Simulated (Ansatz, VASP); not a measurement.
SnSe: VASP beside Ansatz

Contents of INCAR:

```
ALGO     = Normal         # electronic algorithm
EDIFF    = 1E-6           # SCF threshold, eV
ENCUT    = 520            # plane-wave cutoff, eV
GGA      = PE             # functional
ISIF     = 2              # what is computed and relaxed
ISMEAR   = -1             # smearing method
LASPH    = True           # aspherical terms in the spheres
LCHARG   = False          # write CHGCAR
LREAL    = False          # projectors in reciprocal space
LWAVE    = False          # write WAVECAR
NBANDS   = 17             # bands
NELM     = 100            # most SCF steps
PREC     = Accurate       # precision mode
SIGMA    = 0.1            # smearing width, eV
```

File KPOINTS:

```
k-points
0
Gamma
  14 14 14
```

POSCAR

```
SnSe
1.0
    3.4162521252      0.0000000000      0.0000000000
    0.0000000000      3.4162521252      0.0000000000
    0.0000000000      0.0000000000      3.4162521252
Sn Se
1 1
Direct
    0.0000000000      0.0000000000      0.0000000000
    0.5000000000      0.5000000000      0.5000000000
```

Input for Ansatz:

```yaml
crystal:
  lattice:
    - [3.4162521252, 0.0, 0.0]
    - [0.0, 3.4162521252, 0.0]
    - [0.0, 0.0, 3.4162521252]
  atoms:
    - { symbol: Sn, position: [0.0, 0.0, 0.0] }
    - { symbol: Se, position: [0.5, 0.5, 0.5] }
kpoints:
  mp_grid: { grid: [14, 14, 14] }
scf:
  occupations: { method: fermi_dirac, width: 0.1 }
hamiltonian:
  xc: pbe
  pseudopotentials: { kind: all_electron, lapw: { basis_error: 0.001 } }
output:
  forces: true
  stress: true
  eigenvalues: true
  populations: true
```

Change from the starting cell: volume scaled by 0.8, LAPW.

Alike in both runs: task single point; functional PBE; k mesh 14 × 14 × 14; occupations fermi-dirac, width 0.1 eV; no spin polarisation.

```csv
,VASP,Ansatz
version,VASP 6.6.1,Ansatz 0.2.0
potentials or method,"VASP PAW PBE potentials, release 64 (Sn_d, Se)","all-electron LAPW, scalar-relativistic"
plane-wave cutoff (eV),520,see its input
```

Ansatz gave:

| Item | Value |
| --- | --- |
| pressure (GPa) | 17.7 |

What did VASP give for the same quantities?

Pressure (GPa): 17.8.

Ansatz ran all-electron here, so the differences hold the error of VASP's frozen core and of both bases.

Caveats: so large a pressure means that the cell lies far from this level's equilibrium, or that cutoff or potentials fall short (VASP).
